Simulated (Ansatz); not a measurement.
# BaTe: the cost of one run

Computed with Ansatz 0.2.0 (DFT r2SCAN, scalar-relativistic, plane waves, PAW, unless a step's input says otherwise).

## Step 1: The starting structure

It takes space group Fm-3m (No. 225, cubic). Conventional cell: a = 6.820 Å, b = 6.820 Å, c = 6.820 Å, α = 90.00°, β = 90.00°, γ = 90.00°. Ba (site symmetry m-3m) is surrounded by 6 Te at 3.41 Å. Around Te (site symmetry m-3m) lie 6 Ba at 3.41 Å.

Structure file:

```cif
data_structure
_symmetry_space_group_name_H-M 'P 1'
_symmetry_Int_Tables_number 1
_cell_length_a 4.8225
_cell_length_b 4.8225
_cell_length_c 4.8225
_cell_angle_alpha 60.000
_cell_angle_beta 60.000
_cell_angle_gamma 60.000
_cell_volume 79.30
loop_
_atom_site_label
_atom_site_type_symbol
_atom_site_fract_x
_atom_site_fract_y
_atom_site_fract_z
_atom_site_occupancy
Ba1 Ba 0.00000 0.00000 0.00000 1
Te1 Te 0.50000 0.50000 0.50000 1
```

Source of the structure: the Crystallography Open Database.

## Step 2: Quick check of gap, pressure and forces

Input file input.yaml:

```yaml
crystal:
  lattice:
    - [0.0, 3.41, 3.41]
    - [3.41, 0.0, 3.41]
    - [3.41, 3.41, 0.0]
  atoms:
    - { symbol: Ba, position: [0.0, 0.0, 0.0] }
    - { symbol: Te, position: [0.5, 0.5, 0.5] }
basis:
  ecutwfc: 500
kpoints:
  mp_grid: { grid: [4, 4, 4] }
hamiltonian:
  xc: r2scan
scf:
  occupations: { method: gaussian, width: 0.1 }
output:
  forces: true
  stress: true
  eigenvalues: true
```

**Question.** How long does this run take on 1 thread of an x86-64 CPU, shared host, and how much memory does it need?

About 1.1 s, with a peak of 0.55 GiB.
